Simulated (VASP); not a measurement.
# Ti (P6_3/mmc) in VASP: settings compared

One crystal, Ti, is run at these levels: PBEsol, r2SCAN; tasks: relaxation of shape and atoms at fixed volume, relaxation of cell and atoms.

All numbers are computed with VASP 6.6.1; they aren't measurements. Logs are shortened: lines on timing, memory, paths and dates and some standing lists are left out, and cuts for length are marked.

**1. Starting point**

It takes space group P6_3/mmc (No. 194, hexagonal). Conventional cell: a = 2.950 Å, b = 2.950 Å, c = 4.680 Å, α = 90.00°, β = 90.00°, γ = 120.00°. Ti (site symmetry -6m2) is surrounded by 12 Ti at 2.89 to 2.95 Å.

**2. Relaxation of shape and atoms at fixed volume, PBEsol (a relaxed cell with its volume scaled by 1.02)**

INCAR

```
PREC = Accurate ; ENCUT = 600
EDIFF = 1E-7 ; ISMEAR = 1
SIGMA = 0.1 ; LREAL = False
LASPH = True ; NELM = 80
ALGO = Normal ; ISIF = 4
LWAVE = False ; LCHARG = False
GGA = PS ; IBRION = 2
NSW = 40 ; EDIFFG = -0.01
```

KPOINTS

```
Automatic mesh
0
Gamma
  15 15 8
```

POSCAR

```
Ti                                      
1.0
    2.9213197775      0.0000000000      0.0000000000
   -1.4606598887      2.5299371399      0.0000000000
    0.0000000000      0.0000000000      4.6053131925
  Ti            
     2
Direct
     0.3333333332999970    0.6666666667000030    0.2500000000000000
     0.6666666667000030    0.3333333332999970    0.7500000000000000
```

Potentials or basis: VASP PAW PBE potentials, release 64 (Ti_sv).

Launch:

```console
cat potpaw_PBE.64/Ti_sv/POTCAR > POTCAR
mpirun -np 1 vasp_std > vasp.out
```

OUTCAR:

```text
PREC = Accurate
   ENCUT = 600
   EDIFF = 1E-7
   ISMEAR = 1
   LREAL = False
   LASPH = True
   NELM = 80
   ISIF = 4
   GGA = PS
   IBRION = 2
   NSW = 40
   EDIFFG = -0.01

 ion  position               nearest neighbor table
   1  0.333  0.667  0.250-   2 2.85   2 2.85   2 2.85   2 2.85   2 2.85   2 2.85
   2  0.667  0.333  0.750-   1 2.85   1 2.85   1 2.85   1 2.85   1 2.85   1 2.85

  LATTYP: Found a hexagonal cell.
 ALAT       =     2.9213197775
 C/A-ratio  =     1.5764495308

  Lattice vectors:

 A1 = (   2.9213197775,   0.0000000000,   0.0000000000)
 A2 = (  -1.4606598887,   2.5299371399,   0.0000000000)
 A3 = (   0.0000000000,   0.0000000000,   4.6053131925)

Analysis of symmetry for initial positions (statically):
=====================================================================
 Subroutine PRICEL returns:
 Original cell was already a primitive cell.

 Routine SETGRP: Setting up the symmetry group for a
 hexagonal supercell.

 Subroutine GETGRP returns: Found 24 space group operations
 (whereof 12 operations were pure point group operations)
 out of a pool of 24 trial point group operations.

The static configuration has the point symmetry D_3d.
 The point group associated with its full space group is D_6h.

Analysis of symmetry for dynamics (positions and initial velocities):
=====================================================================
 Subroutine PRICEL returns:
 Original cell was already a primitive cell.

 Routine SETGRP: Setting up the symmetry group for a
 hexagonal supercell.

 Subroutine GETGRP returns: Found 24 space group operations
 (whereof 12 operations were pure point group operations)
 out of a pool of 24 trial point group operations.

The dynamic configuration has the point symmetry D_3d.
 The point group associated with its full space group is D_6h.

 Subroutine INISYM returns: Found 24 space group operations
 (whereof 12 operations are pure point group operations),
 and found     1 'primitive' translations

----------------------------------------------------------------------------------------

                                     Primitive cell

  volume of cell :      34.0367

  direct lattice vectors                    reciprocal lattice vectors
     2.921319777  0.000000000  0.000000000     0.342311036  0.197633369  0.000000000
    -1.460659889  2.529937140  0.000000000     0.000000000  0.395266738  0.000000000
[... 86 lines left out ...]
   LREAL  =      F    real-space projection
   EDIFFG = -.1E-01   stopping-criterion for IOM
   NSW    =     40    number of steps for IOM
   IBRION =      2    ionic relax: 0-MD 1-quasi-New 2-CG
   NFREE  =      1    steps in history (QN), initial steepest desc. (CG)
   ISIF   =      4    stress and relaxation
   ISYM   =      2    0-nonsym 1-usesym 2-fastsym
   POTIM  = 0.5000    time-step for ionic-motion
   TEBEG  =    0.0;   TEEND  =   0.0 temperature during run
   PSTRESS=    0.0 pullay stress
   NELECT =      24.0000    total number of electrons
   NUPDOWN=      -1.0000    fix difference up-down
   EMIN   =  10.00;   EMAX   =-10.00  energy-range for DOS
   EFERMI =   0.00;   METHOD = LEGACY
   ISMEAR =     1;   SIGMA  =   0.10  broadening in eV -4-tet -1-fermi 0-gaus
   EFERMI_NEDOS =   21; number of points for ismear=-14 and -15
   IALGO  =     38    algorithm
   IMIX   =      4    mixing-type and parameters
     AMIX     =   0.40;   BMIX     =  1.00
     AMIX_MAG =   1.60;   BMIX_MAG =  1.00
  volume/ion in A,a.u.               =      17.02       114.85
  Fermi-wavevector in a.u.,A,eV,Ry     =   1.457122  2.753561 28.887951  2.123204
  Thomas-Fermi vector in A             =   2.573960
   LORBIT       =      0    0 simple, 1 ext, 2 COOP (PROOUT), +10 PAW based schemes
   GGA     = PS    functional components
   LHFCALC =     F    Hartree Fock is set to
   AEXX    =    0.0000 exact exchange contribution
   IVDW    =     0    specifies the selected vdW correction
   LEPSILON=     F    determine dielectric tensor
   LRPA    =     F    only Hartree local field effects (RPA)
 conjugate gradient relaxation of ions
 non-spin polarized calculation
 Methfessel and Paxton  Order N= 1 SIGMA  =   0.10
  energy-cutoff  :      600.00
  volume of cell :       34.04
 maximum number of plane-waves:      1152
 NGX is ok and might be reduce to    24
   NGX = 11   NGY = 11   NGZ = 19

 number of electron      23.9999994 magnetization

 Free energy of the ion-electron system (eV)
  ---------------------------------------------------
  ext. energy  EPLUGINS =         0.00000000
  ---------------------------------------------------
  free energy    TOTEN  =       -16.67364704 eV

  energy without entropy =      -16.67404427  energy(sigma->0) =      -16.67377945

 E-fermi :   8.4363     XC(G=0): -11.7330

 val. band max:        8.4317135566   @ k =   0.0667   0.0000   0.5000
 cond. band min:       8.4369333467   @ k =   0.0667   0.0667   0.1250
 fundamental gap:      0.0052197901
 Fermi energy:         8.4362989835

 k-point     1 :       0.0000    0.0000    0.0000
  band No.  band energies     occupation
      1     -48.1748      2.00000
      2     -48.0206      2.00000
      3     -24.9008      2.00000
      4     -24.1986      2.00000
      5     -24.1986      2.00000
      6     -24.1265      2.00000
[... 433 lines left out ...]
      3     -24.6525      2.00000
      4     -24.5202      2.00000
      5     -24.5152      2.00000
      6     -24.4405      2.00000
[... 8 lines left out ...]
     15       9.8051     -0.00000
     16      11.5605      0.00000

 [... further k-points ...]

------------------------ aborting loop because EDIFF is reached ----------------------------------------

  FORCE on cell =-STRESS in cart. coord.  units (eV):
  Direction    XX          YY          ZZ          XY          YZ          ZX
  --------------------------------------------------------------------------------------
  -------------------------------------------------------------------------------------
  Total       -0.4888763     -0.4888763     -0.4688647     -0.0000000     -0.0000000     -0.0000000
  in kB      -23.0123811    -23.0123811    -22.0703939     -0.0000000     -0.0000000     -0.0000000
  external PRESSURE =     -22.6983854 kB  Pullay stress =       0.0000000 kB

 VOLUME and BASIS-vectors are now :
 -----------------------------------------------------------------------------
  energy-cutoff  :      600.00
  volume of cell :       34.04
      direct lattice vectors                 reciprocal lattice vectors
     2.921319777  0.000000000  0.000000000     0.342311036  0.197633369  0.000000000
    -1.460659889  2.529937140  0.000000000     0.000000000  0.395266738  0.000000000
     0.000000000  0.000000000  4.605313192     0.000000000  0.000000000  0.217140498

 POSITION                                       TOTAL-FORCE (eV/Angst)
 -----------------------------------------------------------------------------------
     -0.00000      1.68662      1.15133        -0.000000      0.000000      0.000000
      1.46066      0.84331      3.45398         0.000000     -0.000000      0.000000
 -----------------------------------------------------------------------------------
    total drift:                               -0.000000      0.000000     -0.000000

  FREE ENERGIE OF THE ION-ELECTRON SYSTEM (eV)
  ---------------------------------------------------
  free  energy   TOTEN  =       -16.6736470441 eV

  energy  without entropy=      -16.6740442718  energy(sigma->0) =      -16.67377945

 reached required accuracy - stopping structural energy minimisation
```

OSZICAR:

```text
N       E                     dE             d eps       ncg     rms          rms(c)
DAV:   1     0.259872101503E+03    0.25987E+03   -0.14634E+04  4328   0.205E+03
DAV:   2     0.964940399316E+01   -0.25022E+03   -0.24888E+03  4504   0.520E+02
DAV:   3    -0.177789291713E+02   -0.27428E+02   -0.27157E+02  8520   0.140E+02
DAV:   4    -0.189139446902E+02   -0.11350E+01   -0.11349E+01  4544   0.302E+01
DAV:   5    -0.189761554596E+02   -0.62211E-01   -0.62209E-01  7128   0.478E+00    0.127E+01
DAV:   6    -0.166814628914E+02    0.22947E+01   -0.84170E+00  5096   0.341E+01    0.312E+00
DAV:   7    -0.166558546225E+02    0.25608E-01   -0.91337E-01  6480   0.808E+00    0.207E+00
DAV:   8    -0.166835635684E+02   -0.27709E-01   -0.24290E-01  5096   0.667E+00    0.754E-01
DAV:   9    -0.166732923748E+02    0.10271E-01   -0.61067E-02  5216   0.286E+00    0.723E-02
DAV:  10    -0.166735750392E+02   -0.28266E-03   -0.26163E-03  6856   0.419E-01    0.986E-02
DAV:  11    -0.166736536265E+02   -0.78587E-04   -0.25349E-04  4920   0.149E-01    0.272E-02
DAV:  12    -0.166736466194E+02    0.70071E-05   -0.44820E-05  6048   0.574E-02    0.776E-03
DAV:  13    -0.166736467378E+02   -0.11833E-06   -0.14332E-06  5296   0.137E-02    0.176E-03
DAV:  14    -0.166736470106E+02   -0.27283E-06   -0.23355E-07  3888   0.429E-03    0.393E-04
DAV:  15    -0.166736470441E+02   -0.33506E-07   -0.50564E-08  2816   0.244E-03
   1 F= -.16673647E+02 E0= -.16673779E+02  d E =-.166736E+02
```

CONTCAR:

```text
Ti
   1.00000000000000
     2.9213197774999999    0.0000000000000000    0.0000000000000000
    -1.4606598887000000    2.5299371398999999    0.0000000000000000
     0.0000000000000000    0.0000000000000000    4.6053131924999997
  Ti
     2
Direct
     0.3333333332999970    0.6666666667000030    0.2500000000000000
     0.6666666667000030    0.3333333332999970    0.7500000000000000

  0.00000000E+00  0.00000000E+00  0.00000000E+00
  0.00000000E+00  0.00000000E+00  0.00000000E+00
```

Run time: 81 s. Hardware: 1 thread of Intel Xeon Platinum 8488C (Sapphire Rapids), shared host; peak memory 0.21 GiB.

Results:

- Free energy: -16.6736 eV
- Pressure after relaxing: -2.3 GPa
- Band gap on the k mesh: none (metal or under the smearing width)

Final structure:
```cif
data_structure
_symmetry_space_group_name_H-M 'P 1'
_symmetry_Int_Tables_number 1
_cell_length_a 2.9213
_cell_length_b 2.9213
_cell_length_c 4.6053
_cell_angle_alpha 90.000
_cell_angle_beta 90.000
_cell_angle_gamma 120.000
_cell_volume 34.04
loop_
_atom_site_label
_atom_site_type_symbol
_atom_site_fract_x
_atom_site_fract_y
_atom_site_fract_z
_atom_site_occupancy
Ti1 Ti 0.33333 0.66667 0.25000 1
Ti2 Ti 0.66667 0.33333 0.75000 1
```

Levels at points of the mesh, in eV from the Fermi level:
```csv
k point,band 9,band 10,band 11,band 12,band 13,band 14,band 15,band 16
"(0.00, 0.00, 0.00)",-6.27,-2.75,0.77,0.77,0.87,0.92,1.29,1.29
"(0.00, 0.00, 0.50)",-4.37,-4.37,0.09,0.09,0.66,0.66,0.66,0.66
```

Caveat: the relaxation stopped at its first step, so nothing moved; the PAW data sets were made with another functional, which shifts forces and pressure a little.

**3. Relaxation of shape and atoms at fixed volume, PBEsol (a relaxed cell with its volume scaled by 1.04)**

INCAR is that of step 2.

KPOINTS is that of step 2.

POSCAR

```
Ti                                      
1.0
    2.9402899180      0.0000000000      0.0000000000
   -1.4701449590      2.5463657635      0.0000000000
    0.0000000000      0.0000000000      4.6352186616
  Ti            
     2
Direct
     0.3333333332999970    0.6666666667000030    0.2500000000000000
     0.6666666667000030    0.3333333332999970    0.7500000000000000
```

Potentials or basis: VASP PAW PBE potentials, release 64 (Ti_sv).

Launch:

```console
cat potpaw_PBE.64/Ti_sv/POTCAR > POTCAR
mpirun -np 1 vasp_std > vasp.out
```

OUTCAR:

```text
PREC = Accurate
   ENCUT = 600
   EDIFF = 1E-7
   ISMEAR = 1
   LREAL = False
   LASPH = True
   NELM = 80
   ISIF = 4
   GGA = PS
   IBRION = 2
   NSW = 40
   EDIFFG = -0.01

 ion  position               nearest neighbor table
   1  0.333  0.667  0.250-   2 2.87   2 2.87   2 2.87   2 2.87   2 2.87   2 2.87
   2  0.667  0.333  0.750-   1 2.87   1 2.87   1 2.87   1 2.87   1 2.87   1 2.87

  LATTYP: Found a hexagonal cell.
 ALAT       =     2.9402899180
[... 653 lines left out ...]

  FORCE on cell =-STRESS in cart. coord.  units (eV):
  Direction    XX          YY          ZZ          XY          YZ          ZX
  --------------------------------------------------------------------------------------
  -------------------------------------------------------------------------------------
  Total       -0.9485835     -0.9485835     -0.9208813      0.0000000      0.0000000      0.0000000
  in kB      -43.7930275    -43.7930275    -42.5141075      0.0000000      0.0000000      0.0000000
  external PRESSURE =     -43.3667208 kB  Pullay stress =       0.0000000 kB

 VOLUME and BASIS-vectors are now :
 -----------------------------------------------------------------------------
  energy-cutoff  :      600.00
  volume of cell :       34.70
      direct lattice vectors                 reciprocal lattice vectors
     2.940289918  0.000000000  0.000000000     0.340102516  0.196358279  0.000000000
    -1.470144959  2.546365763  0.000000000     0.000000000  0.392716559  0.000000000
     0.000000000  0.000000000  4.635218662     0.000000000  0.000000000  0.215739553

 POSITION                                       TOTAL-FORCE (eV/Angst)
 -----------------------------------------------------------------------------------
     -0.00000      1.69758      1.15880         0.000000     -0.000000      0.000000
      1.47014      0.84879      3.47641        -0.000000      0.000000      0.000000
 -----------------------------------------------------------------------------------
    total drift:                               -0.000000      0.000000     -0.000000

  FREE ENERGIE OF THE ION-ELECTRON SYSTEM (eV)
  ---------------------------------------------------
  free  energy   TOTEN  =       -16.6600924189 eV

  energy  without entropy=      -16.6606000921  energy(sigma->0) =      -16.66026164

 reached required accuracy - stopping structural energy minimisation
```

CONTCAR:

```text
Ti
   1.00000000000000
     2.9402899179999999    0.0000000000000000    0.0000000000000000
    -1.4701449590000000    2.5463657634999999    0.0000000000000000
     0.0000000000000000    0.0000000000000000    4.6352186615999997
  Ti
     2
Direct
     0.3333333332999970    0.6666666667000030    0.2500000000000000
     0.6666666667000030    0.3333333332999970    0.7500000000000000

  0.00000000E+00  0.00000000E+00  0.00000000E+00
  0.00000000E+00  0.00000000E+00  0.00000000E+00
```

Wall time 74 s (1 thread of Intel Xeon Platinum 8488C (Sapphire Rapids), shared host); peak memory 0.21 GiB.

What came out:

* Free energy: -16.6601 eV
* Pressure after relaxing: -4.3 GPa
* Band gap on the k mesh: none (metal or under the smearing width)

Final structure:
```
Ti
1.0
     2.94029    0.00000    0.00000
    -1.47014    2.54637    0.00000
     0.00000    0.00000    4.63522
Ti
2
Direct
  0.33333 0.66667 0.25000
  0.66667 0.33333 0.75000
```

Caveat: the relaxation stopped at its first step, so nothing moved; the PAW data sets were made with another functional, which shifts forces and pressure a little.

**4. Relaxation of shape and atoms at fixed volume, PBEsol (a relaxed cell with its volume scaled by 1.06)**

INCAR is that of step 3.

KPOINTS is that of step 3.

POSCAR

```
Ti                                      
1.0
    2.9590183842      0.0000000000      0.0000000000
   -1.4795091921      2.5625850910      0.0000000000
    0.0000000000      0.0000000000      4.6647431433
  Ti            
     2
Direct
     0.3333333332999970    0.6666666667000030    0.2500000000000000
     0.6666666667000030    0.3333333332999970    0.7500000000000000
```

Launch:

```console
cat potpaw_PBE.64/Ti_sv/POTCAR > POTCAR
mpirun -np 1 vasp_std > vasp.out
```

Wall time 1.8 min (1 thread of Intel Xeon Platinum 8488C (Sapphire Rapids), shared host); peak memory 0.21 GiB.

Results (log left out):

| Quantity | Value |
| --- | --- |
| Free energy | -16.6383 eV |
| Energy gained by relaxing | 0.0 meV/atom |
| Ionic steps | 2 |
| Pressure after relaxing | -6.2 GPa |
| Band gap on the k mesh | none (metal or under the smearing width) |

Stress tensor (GPa, compression positive):
```
-6.26  0.00  0.00
 0.00 -6.26  0.00
 0.00  0.00 -6.18
```

Final structure:
```
CELL_PARAMETERS angstrom
2.95821 0.00000 0.00000
-1.47910 2.56188 0.00000
0.00000 0.00000 4.66730
ATOMIC_POSITIONS crystal
Ti 0.33333 0.66667 0.25000
Ti 0.66667 0.33333 0.75000
```

Levels at points of the mesh, in eV from the Fermi level:
```
           k point  band 10  band 11  band 12  band 13  band 14  band 15
(0.00, 0.00, 0.00)    -2.66     0.75     0.75     0.76     0.88     1.24
(0.00, 0.00, 0.50)    -4.33     0.09     0.09     0.65     0.65     0.65
```

Caveat: the PAW data sets were made with another functional, which shifts forces and pressure a little.

(Part 1 of 2 ends here.)
